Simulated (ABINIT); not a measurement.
PtS2:

```
CELL_PARAMETERS angstrom
3.54320 0.00000 0.00000
-1.77160 3.06850 0.00000
0.00000 0.00000 5.03880
ATOMIC_POSITIONS crystal
Pt 0.00000 0.00000 0.00000
S 0.66667 0.33333 0.77300
S 0.33333 0.66667 0.22700
```

Base run:

- Program: ABINIT 10.8.3 (patched build)
- Functional: PW91
- Potentials or basis: JTH PAW PBE v2.0
- Cutoff: 544 eV
- k mesh: 9 × 9 × 5
- Occupations: fermi-dirac, width 0.05 eV
- Spin: no spin polarisation

Its results: band gap on the k mesh 0.97 eV, indirect (least direct gap 1.02 eV); pressure 12.5 GPa; largest force 1.414 eV/Å.

**Question.** The run is repeated on the same cell with these changes: functional from PW91 to PBEsol. What comes out?

**Answer.** Band gap on the k mesh 0.92 eV, indirect (least direct gap 0.95 eV); pressure 7.3 GPa; largest force 1.082 eV/Å.

PBEsol binds more tightly than PW91, so the same cell stands under less pressure.

Caveats: the PAW data sets were made with another functional, which shifts forces and pressure a little; spin-orbit coupling is left out, which moves the levels of the heavy elements.
